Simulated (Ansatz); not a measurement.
Crystal: TaN.

```
Ta N
1.0
     3.05000    0.00000    0.00000
    -1.52500    2.64138    0.00000
     0.00000    0.00000    4.94000
Ta N
2 2
Direct
  0.33333 0.66667 0.00000
  0.66667 0.33333 0.50000
  0.33333 0.66667 0.38500
  0.66667 0.33333 0.88500
```

- Program: Ansatz 0.2.0
- Task: relaxation of cell and atoms
- Functional: r2SCAN
- Potentials or basis: Ansatz PAW
- Cutoff: 500 eV (not typed: the program's choice for these potentials)
- k mesh: 10 × 10 × 6
- Occupations: fermi-dirac, width 0.05 eV
- Spin: no spin polarisation

At the start: volume 9.95 Å³/atom.

Q: Where does the relaxation end?

A: It ends after 13 steps and the volume is 12.95 Å³/atom (+30.2 %); space group P6_3mc (No. 186, to 0.05 Å).

Step by step:
```csv
step,energy change (eV),largest force (eV/Å),volume (Å³)
1,0.0000,2.4655,39.80
2,-3.4489,1.7917,45.76
3,-4.5523,1.3578,49.42
4,-5.0601,0.6325,51.69
5,-5.3020,0.1111,52.59
6,-5.3534,0.1925,52.35
7,-5.3635,0.0547,51.72
8,-5.3636,0.0394,51.67
9,-5.3637,0.0012,51.71
10,-5.3990,0.0015,51.71
11,-5.4000,0.0019,51.79
12,-5.4000,0.0001,51.81
13,-5.4000,0.0001,51.81
```

Final structure:
```
CELL_PARAMETERS angstrom
3.13630 0.00000 0.00000
-1.56815 2.71612 0.00000
0.00000 0.00000 6.08153
ATOMIC_POSITIONS crystal
Ta 0.33333 0.66667 0.03105
Ta 0.66667 0.33333 0.53105
N 0.33333 0.66667 0.35395
N 0.66667 0.33333 0.85395
```

Caveat: the volume moved by over 15 % at a fixed basis, so the end points are rough; the plane-wave basis is chosen anew once the cell has moved, so the energies of steps on either side of that aren't comparable; the PAW data sets come from PBE, with cores solved anew for the run's functional, which leaves a small shift of forces and pressure.
